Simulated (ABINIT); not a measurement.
# NbP (I4_1md) in ABINIT: further runs

Aim: see how the results for NbP move with the level of theory and the settings. Levels: PBEsol, PBE. Tasks: equation of state.

Everything below comes from runs of ABINIT 10.8.3 (patched build). Logs are shortened: lines on timing, memory, paths and dates and some standing lists are left out, and cuts for length are marked. The log counts tension as positive stress, the text compression.

### 1 The crystal as given

Symmetry: I4_1md, No. 109, tetragonal system. Conventional cell: a = 3.350 Å, b = 3.350 Å, c = 11.480 Å, α = 90.00°, β = 90.00°, γ = 90.00°. Around Nb (site symmetry 2mm) lie 6 P at 2.55 Å. P (site symmetry 2mm) has 6 Nb at 2.55 Å as nearest neighbours.

The cell is a database's computed one.

### 2 Equation of state, PBEsol

Input file run.abi:

```
# Datasets: one volume each
ndtset 7
scalecart1 3*0.9795861087
scalecart2 3*0.9864848297
scalecart3 3*0.9932883884
scalecart4 3*1.0000000000
scalecart5 3*1.0066227096
scalecart6 3*1.0131594038
scalecart7 3*1.0196128224

# Pseudopotentials
pp_dirpath "./"
pseudos "Nb.GGA_PBE-JTH.xml, P.GGA_PBE-JTH.xml"

# Structure
acell 6.209635874 6.209635874 6.209635874 Angstrom
rprim
    -0.2697297053     0.2697297053     0.9243872414
     0.2697297053    -0.2697297053     0.9243872414
     0.2697297053     0.2697297053    -0.9243872414
ntypat 2
znucl 41 15
natom 4
typat 1 1 2 2
xred
     0.2498808000     0.7498808000     0.5000000000
     0.4998808000     0.4998808000     0.0000000000
     0.8327477700     0.3327477700     0.5000000000
     0.0827477700     0.0827477700     0.0000000000

# Plane-wave basis
ecut 20.0
pawecutdg 40.0
pawxcdev 0

# k points
kptopt 1
ngkpt 11 11 11
nshiftk 1
shiftk 0.0 0.0 0.0

# Exchange and correlation
ixc -116133

# Bands and occupations
nband 22
occopt 3
tsmear 0.05 eV

# SCF cycle
nstep 100
tolvrs 1.0e-9

# Output
iomode 3
prtwf 0
prtden 0
prteig 0
prtebands 0
```

Potentials or basis: JTH PAW PBE v2.0.

Launch:

```sh
$ mpirun --bind-to none -np 4 abinit run.abi > log 2>&1
```

run.abo:

```text
.Version 10.8.3 of ABINIT
 DATASET    1 : space group I4_1 m d (#109); Bravais tI (body-center tetrag.)
================================================================================
 Values of the parameters that define the memory need for DATASET  1.
     intxc =       0    ionmov =       0      iscf =      17    lmnmax =      18
     lnmax =       6     mgfft =      48  mpssoang =       3    mqgrid =    3001
     natom =       4  nloc_mem =       2    nspden =       1   nspinor =       1
    nsppol =       1      nsym =       8    n1xccc =       1    ntypat =       2
    occopt =       3   xclevel =       2
       mpw =        1762          nfft =      110592          nkpt =         126
Pmy_natom=         1
 PAW method is used; the additional fine FFT grid is defined by:
   mgfftf=        72    nfftf =    373248
================================================================================
================================================================================
[... 77 lines left out ...]
================================================================================
 Values of the parameters that define the memory need for DATASET  7.
     intxc =       0    ionmov =       0      iscf =      17    lmnmax =      18
     lnmax =       6     mgfft =      50  mpssoang =       3    mqgrid =    3001
     natom =       4  nloc_mem =       2    nspden =       1   nspinor =       1
    nsppol =       1      nsym =       8    n1xccc =       1    ntypat =       2
    occopt =       3   xclevel =       2
       mpw =        2003          nfft =      125000          nkpt =         126
Pmy_natom=         1
 PAW method is used; the additional fine FFT grid is defined by:
   mgfftf=        72    nfftf =    373248
================================================================================
================================================================================

--------------------------------------------------------------------------------
------------- Echo of variables that govern the present computation ------------
--------------------------------------------------------------------------------
 -outvars: echo values of preprocessed input variables --------
            acell      1.1734511143E+01  1.1734511143E+01  1.1734511143E+01 Bohr
              amu      9.29063800E+01  3.09737620E+01
             ecut      2.00000000E+01 Hartree
                       outvar_i_n : Printing only first  50 k-points.
              ixc     -116133
           jdtset        1    2    3    4    5    6    7
                       outvar_i_n : Printing only first  50 k-points.
         kptrlatt       11    0    0      0   11    0      0    0   11
          kptrlen1     6.82117322E+01
          kptrlen2     6.86921123E+01
          kptrlen3     6.91658660E+01
          kptrlen4     6.96332171E+01
          kptrlen5     7.00943777E+01
          kptrlen6     7.05495487E+01
          kptrlen7     7.09989210E+01
            natom           4
            nband          22
           ndtset           7
            ngfft1         48      48      48
            ngfft2         48      48      48
            ngfft3         48      48      48
            ngfft4         48      48      48
            ngfft5         48      48      48
            ngfft6         48      48      48
            ngfft7         50      50      50
          ngfftdg          72      72      72
             nkpt         126
            nstep         100
             nsym           8
           ntypat           2
                       prtocc : prtvol=0, do not print more k-points.
           occopt           3
        pawecutdg      4.00000000E+01 Hartree
         pawxcdev           0
           prtden           0
        prtebands           0
           prteig           0
            prtwf           0
            rprim1    -2.6422347242E-01  2.6422347242E-01  9.0551690073E-01
                       2.6422347242E-01 -2.6422347242E-01  9.0551690073E-01
                       2.6422347242E-01  2.6422347242E-01 -9.0551690073E-01
            rprim2    -2.6608426240E-01  2.6608426240E-01  9.1189399041E-01
                       2.6608426240E-01 -2.6608426240E-01  9.1189399041E-01
                       2.6608426240E-01  2.6608426240E-01 -9.1189399041E-01
            rprim3    -2.6791938428E-01  2.6791938428E-01  9.1818311327E-01
                       2.6791938428E-01 -2.6791938428E-01  9.1818311327E-01
[... 22 lines left out ...]
                      -1.4594982940E-18  8.8797908950E-18  9.3056987501E-01
           xangst2     1.6522863813E+00  2.6078251476E-16  2.8299148710E+00
                      -5.7734614334E-17  2.0622043663E-17  5.6611796891E+00
                       1.4328157011E-16  1.6522863813E+00  3.7683882180E+00
                       1.7296196736E-18 -7.8730491912E-18  9.3712339990E-01
           xangst3     1.6636818200E+00 -1.1750094465E-16  2.8494321422E+00
                      -2.6898362653E-17  8.3726019641E-17  5.7002235417E+00
                       0.0000000000E+00  1.6636818200E+00  3.7943779237E+00
                      -3.7887375448E-19  9.7858401554E-18  9.4358652418E-01
           xangst4     1.6749232543E+00 -4.9048053159E-17  2.8686856460E+00
                       9.5787273572E-18 -3.8008329210E-18  5.7387397339E+00
                      -1.1750094465E-16  1.6749232543E+00  3.8200163900E+00
                       1.3155938902E-17 -1.2199495126E-17  9.4996230219E-01
           xangst5     1.6860157846E+00  1.1750094465E-16  2.8876841180E+00
[... 24 lines left out ...]
                       1.8101171340E-17 -7.1825332711E-18  1.0844646405E+01
                      -2.2204460493E-16  3.1651462326E+00  7.2187847736E+00
                       2.4861121455E-17 -2.3053704663E-17  1.7951685811E+00
            xcart5     3.1861080769E+00  2.2204460493E-16  5.4569321212E+00
                      -2.6198476030E-16  3.0738075292E-16  1.0916467349E+01
                      -2.2204460493E-16  3.1861080769E+00  7.2665926888E+00
                       2.3102161171E-17 -1.5587535371E-17  1.8070574613E+00
            xcart6     3.2067976699E+00 -2.2204460493E-16  5.4923677379E+00
                      -2.8586965188E-17 -8.5944307104E-17  1.0987355486E+01
                       0.0000000000E+00  3.2067976699E+00  7.3137796774E+00
                       1.7338086339E-17 -3.6297020904E-17  1.8187919293E+00
            xcart7     3.2272236835E+00 -3.0784001087E-16  5.5273519151E+00
                       8.6944436371E-18 -7.7084315173E-17  1.1057340529E+01
                      -2.2204460493E-16  3.2272236835E+00  7.3603655173E+00
                      -7.7588783667E-17  6.6267866040E-17  1.8303769036E+00
             xred      2.4988080000E-01  7.4988080000E-01  5.0000000000E-01
                       4.9988080000E-01  4.9988080000E-01  1.3660407746E-17
                       8.3274777000E-01  3.3274777000E-01  5.0000000000E-01
                       8.2747770000E-02  8.2747770000E-02  2.2612756447E-18
            znucl       41.00000   15.00000

================================================================================

 chkinp: Checking input parameters for consistency, jdtset=   1.

 chkinp: Checking input parameters for consistency, jdtset=   2.
[... 36 lines left out ...]
 getcut: wavevector=  0.0000  0.0000  0.0000  ngfft=  72  72  72
         ecut(hartree)=     40.000   => boxcut(ratio)=   2.20042

 getcut : COMMENT -
  Note that boxcut > 2.2 ; recall that boxcut=Gcut(box)/Gcut(sphere) = 2
  is sufficient for exact treatment of convolution.
  Such a large boxcut is a waste : you could raise ecut
  e.g. ecut=   48.418634 Hartrees makes boxcut=2

--- Pseudopotential description ------------------------------------------------
- pspini: atom type   1  psp file is ./Nb.GGA_PBE-JTH.xml
 Pseudopotential format is: paw10
 basis_size (lnmax)=  6 (lmn_size= 18), orbitals=   0   0   1   1   2   2
 Spheres core radius: rc_sph= 2.22094190
 Shapefunction is BESSEL type: shapef(r,l)=aa(1,l)*jl(q(1,l)*r)+aa(2,l)*jl(q(2,l)*r)
 Radius for shape functions =  1.90969629
 Compensation charge density is not taken into account in XC energy/potential

- pspini: atom type   2  psp file is ./P.GGA_PBE-JTH.xml
 Pseudopotential format is: paw10
 basis_size (lnmax)=  4 (lmn_size=  8), orbitals=   0   0   1   1
 Spheres core radius: rc_sph= 1.60765221
 Shapefunction is SIN type: shapef(r)=[sin(pi*r/rshp)/(pi*r/rshp)]**2
 Radius for shape functions =  1.60765221
 Compensation charge density is not taken into account in XC energy/potential

   1.15947456E+03                                ecore*ucvol(ha*bohr**3)
--------------------------------------------------------------------------------

================================================================================

--- !BeginCycle
iteration_state: {dtset: 1, }
solver: {iscf: 17, nstep: 100, nline: 4, wfoptalg: 10, }
tolerances: {tolvrs: 1.00E-09, }
...
[... 1317 lines left out ...]
-Cartesian components of stress tensor (GPa)         [Pressure= -1.5605E+01 GPa]
- sigma(1 1)=  1.60152154E+01  sigma(3 2)=  0.00000000E+00
- sigma(2 2)=  1.60152154E+01  sigma(3 1)=  0.00000000E+00
- sigma(3 3)=  1.47840539E+01  sigma(2 1)=  0.00000000E+00

== END DATASET(S) ==============================================================
================================================================================

 -outvars: echo values of variables after computation  --------
            acell      1.1734511143E+01  1.1734511143E+01  1.1734511143E+01 Bohr
           etotal1    -1.2852826439E+02
           etotal2    -1.2852944291E+02
           etotal3    -1.2852931596E+02
           etotal4    -1.2852801610E+02
           etotal5    -1.2852566791E+02
           etotal6    -1.2852237826E+02
           etotal7    -1.2851824791E+02
            fcart1    -6.0773407445E-20  2.1027713568E-19  8.0897464222E-04
                      -6.0773407445E-20 -2.2340373332E-19  8.0897464222E-04
                       2.9320632008E-20 -1.3330969386E-19 -8.0897464222E-04
                       9.2226182882E-20  1.4643629151E-19 -8.0897464222E-04
            fcart2    -1.0568770381E-19  2.7325134381E-21  6.4019867148E-04
                      -1.0568770381E-19  2.7325134381E-21  6.4019867148E-04
                       1.4466050712E-19 -1.8060014462E-19 -6.4019867148E-04
                       6.6714900497E-20  1.7513511775E-19 -6.4019867148E-04
            fcart3    -9.8842766561E-20 -9.8842766561E-20  4.8429385509E-04
                       9.5774506879E-21 -9.8842766561E-20  4.8429385509E-04
[... 66 lines left out ...]
                       9.5787273572E-18 -3.8008329210E-18  5.7387397339E+00
                      -1.1750094465E-16  1.6749232543E+00  3.8200163900E+00
                       1.3155938902E-17 -1.2199495126E-17  9.4996230219E-01
           xangst5     1.6860157846E+00  1.1750094465E-16  2.8876841180E+00
                      -1.3863636466E-16  1.6265888941E-16  5.7767457406E+00
                      -1.1750094465E-16  1.6860157846E+00  3.8453152492E+00
                       1.2225137206E-17 -8.2485684867E-18  9.5625362665E-01
           xangst6     1.6969642458E+00 -1.1750094465E-16  2.9064358388E+00
                      -1.5127570496E-17 -4.5479768695E-17  5.8142581273E+00
                       0.0000000000E+00  1.6969642458E+00  3.8702855282E+00
                       9.1749201650E-18 -1.9207556273E-17  9.6246323972E-01
           xangst7     1.7077732266E+00 -1.6290191825E-16  2.9249486681E+00
                       4.6009014311E-18 -4.0791262880E-17  5.8512926171E+00
                      -1.1750094465E-16  1.7077732266E+00  3.8949376930E+00
                      -4.1058216110E-17  3.5067444500E-17  9.6859374411E-01
             xred      2.4988080000E-01  7.4988080000E-01  5.0000000000E-01
                       4.9988080000E-01  4.9988080000E-01  1.3660407746E-17
                       8.3274777000E-01  3.3274777000E-01  5.0000000000E-01
                       8.2747770000E-02  8.2747770000E-02  2.2612756447E-18
 Calculation completed.
```

It took 9.1 min on 4 MPI ranks of Arm Neoverse V2, shared host; peak memory 1.1 GiB.

What came out:

```yaml
Equilibrium_volume: 15.59 Å³/atom
Bulk_modulus_at_fixed_shape_and_positions: 205 GPa
Pressure_derivative_of_the_bulk_modulus: 4.3
```

Energy against volume, from the lowest point:
| volume (Å³/atom) | energy (meV/atom) |
| --- | --- |
| 15.137 | 8.02 |
| 15.459 | 0.00 |
| 15.781 | 0.86 |
| 16.103 | 9.71 |
| 16.425 | 25.68 |
| 16.747 | 48.06 |
| 17.069 | 76.16 |

Caveat: pressures at fixed basis lie under the slope of the energies; the cell was scaled at fixed shape and fractional positions, which overstates the stiffness of a crystal with free parameters, most of all of layers and chains; the PAW data sets were made with another functional, which shifts forces and pressure a little.

### 3 Equation of state, PBEsol

run.abi: that of step 2 with these lines changed.

```diff
@@ -2,2 +2,3 @@
 ndtset 7
+getwfk -1
 scalecart1 3*0.9795861087
@@ -15,7 +16,7 @@
 # Structure
-acell 6.209635874 6.209635874 6.209635874 Angstrom
+acell 3*1.0 Angstrom
 rprim
-    -0.2697297053     0.2697297053     0.9243872414
-     0.2697297053    -0.2697297053     0.9243872414
-     0.2697297053     0.2697297053    -0.9243872414
+    -1.6749232544     1.6749232544     5.7401081759
+     1.6749232544    -1.6749232544     5.7401081759
+     1.6749232544     1.6749232544    -5.7401081759
 ntypat 2
@@ -47,3 +48,3 @@
 occopt 3
-tsmear 0.05 eV
+tsmear 0.00183747
 
@@ -55,3 +56,3 @@
 iomode 3
-prtwf 0
+prtwf 1
 prtden 0
```

Potentials or basis: JTH PAW PBE v2.0.

Launch:

```sh
$ abinit run.abi > log 2>&1
```

Wall time 34 min (1 thread of Arm Neoverse V2, shared host); peak memory 0.41 GiB.

It converged, with:

| Item | Value |
| --- | --- |
| Equilibrium volume | 15.59 Å³/atom |
| Bulk modulus at fixed shape and positions | 205 GPa |
| Pressure derivative of the bulk modulus | 4.3 |

Energy against volume, from the lowest point:
```csv
volume (Å³/atom),energy (meV/atom)
15.137,8.02
15.459,0.00
15.781,0.86
16.103,9.71
16.425,25.68
16.747,48.06
17.069,76.16
```

Caveat: pressures at fixed basis lie under the slope of the energies; the cell was scaled at fixed shape and fractional positions, which overstates the stiffness of a crystal with free parameters, most of all of layers and chains; the PAW data sets were made with another functional, which shifts forces and pressure a little.

### 4 Equation of state, PBE

run.abi: that of step 3 with these lines changed.

```diff
@@ -2,3 +2,2 @@
 ndtset 7
-getwfk -1
 scalecart1 3*0.9795861087
@@ -16,7 +15,7 @@
 # Structure
-acell 3*1.0 Angstrom
+acell 3*1.0
 rprim
-    -1.6749232544     1.6749232544     5.7401081759
-     1.6749232544    -1.6749232544     5.7401081759
-     1.6749232544     1.6749232544    -5.7401081759
+    -3.1651462306     3.1651462306    10.8472323782
+     3.1651462306    -3.1651462306    10.8472323782
+     3.1651462306     3.1651462306   -10.8472323782
 ntypat 2
@@ -43,3 +42,3 @@
 # Exchange and correlation
-ixc -116133
+ixc 11
 
@@ -48,3 +47,3 @@
 occopt 3
-tsmear 0.00183747
+tsmear 0.05 eV
 
@@ -56,3 +55,3 @@
 iomode 3
-prtwf 1
+prtwf 0
 prtden 0
```

Potentials or basis: JTH PAW PBE v2.0.

Launch:

```sh
$ mpirun --bind-to none -np 4 abinit run.abi > log 2>&1
```

run.abo:

```text
.Version 10.8.3 of ABINIT
 DATASET    1 : space group I4_1 m d (#109); Bravais tI (body-center tetrag.)
================================================================================
 Values of the parameters that define the memory need for DATASET  1.
     intxc =       0    ionmov =       0      iscf =      17    lmnmax =      18
     lnmax =       6     mgfft =      48  mpssoang =       3    mqgrid =    3001
     natom =       4  nloc_mem =       2    nspden =       1   nspinor =       1
    nsppol =       1      nsym =       8    n1xccc =       1    ntypat =       2
    occopt =       3   xclevel =       2
       mpw =        1762          nfft =      110592          nkpt =         126
Pmy_natom=         1
 PAW method is used; the additional fine FFT grid is defined by:
   mgfftf=        72    nfftf =    373248
================================================================================
================================================================================
[... 77 lines left out ...]
================================================================================
 Values of the parameters that define the memory need for DATASET  7.
     intxc =       0    ionmov =       0      iscf =      17    lmnmax =      18
     lnmax =       6     mgfft =      50  mpssoang =       3    mqgrid =    3001
     natom =       4  nloc_mem =       2    nspden =       1   nspinor =       1
    nsppol =       1      nsym =       8    n1xccc =       1    ntypat =       2
    occopt =       3   xclevel =       2
       mpw =        2003          nfft =      125000          nkpt =         126
Pmy_natom=         1
 PAW method is used; the additional fine FFT grid is defined by:
   mgfftf=        72    nfftf =    373248
[... 1566 lines left out ...]
           etotal1    -1.2854141586E+02
           etotal2    -1.2854422565E+02
           etotal3    -1.2854568098E+02
           etotal4    -1.2854591673E+02
           etotal5    -1.2854505960E+02
           etotal6    -1.2854321852E+02
           etotal7    -1.2854049616E+02
            fcart1    -5.4637001271E-20 -2.1726732714E-19  7.6194405700E-04
                       2.2510898427E-19  6.2478658401E-20  7.6194405700E-04
                      -1.1668876703E-19 -6.2478658401E-20 -7.6194405700E-04
                      -5.3783215978E-20  2.1726732714E-19 -7.6194405700E-04
            fcart2    -6.3106929817E-20 -1.1731703844E-19  5.9650454163E-04
                       1.5373350468E-19  9.9523396056E-20  5.9650454163E-04
                       5.4608737254E-20  3.9862862939E-22 -5.9650454163E-04
                      -1.4523531212E-19  1.7395013756E-20 -5.9650454163E-04
            fcart3     1.5587345558E-19  2.0348184022E-20  4.4400651484E-04
                       1.7929991929E-20  9.9245154866E-20  4.4400651484E-04
[... 66 lines left out ...]
                       4.5915948472E-17 -1.0474077443E-16  5.7387397302E+00
                       2.4524026637E-17  1.6749232533E+00  3.8200163876E+00
                      -8.6659494552E-18 -1.0716183183E-18  9.4996230159E-01
           xangst5     1.6860157836E+00 -2.1109362179E-16  2.8876841162E+00
                      -2.1841458435E-17  5.1384359113E-17  5.7767457369E+00
                       2.3908267510E-17  1.6860157836E+00  3.8453152468E+00
                       3.1711989071E-17 -2.6821604902E-17  9.5625362604E-01
           xangst6     1.6969642447E+00  4.6601011658E-17  2.9064358370E+00
                       3.8922672872E-17 -8.8569915647E-18  5.8142581236E+00
                       4.6601011658E-17  1.6969642447E+00  3.8702855258E+00
                      -8.5352565442E-18  1.3512179206E-17  9.6246323911E-01
           xangst7     1.7077732256E+00 -2.3500188930E-16  2.9249486663E+00
                      -4.2437415705E-17  3.9397923396E-17  5.8512926134E+00
                       1.1750094465E-16  1.7077732256E+00  3.8949376906E+00
                      -3.7854723682E-17  3.7351581311E-17  9.6859374349E-01
             xred      2.4988080000E-01  7.4988080000E-01  5.0000000000E-01
                       4.9988080000E-01  4.9988080000E-01  2.2218537069E-17
                       8.3274777000E-01  3.3274777000E-01  5.0000000000E-01
                       8.2747770000E-02  8.2747770000E-02  3.6779456125E-18
 Calculation completed.
```

Run time: 10 min. Hardware: 4 MPI ranks of Intel Xeon Platinum 8488C (Sapphire Rapids), shared host; peak memory 1 GiB.

Results:

```
Equilibrium volume                        : 16.01 Å³/atom
Bulk modulus at fixed shape and positions : 190 GPa
Pressure derivative of the bulk modulus   : 4.3
```

Energy against volume, from the lowest point:
```tsv
volume (Å³/atom)	energy (meV/atom)
15.137	30.62
15.459	11.50
15.781	1.60
16.103	0.00
16.425	5.83
16.747	18.36
17.069	36.88
```

Caveat: pressures at fixed basis lie under the slope of the energies; the cell was scaled at fixed shape and fractional positions, which overstates the stiffness of a crystal with free parameters, most of all of layers and chains.
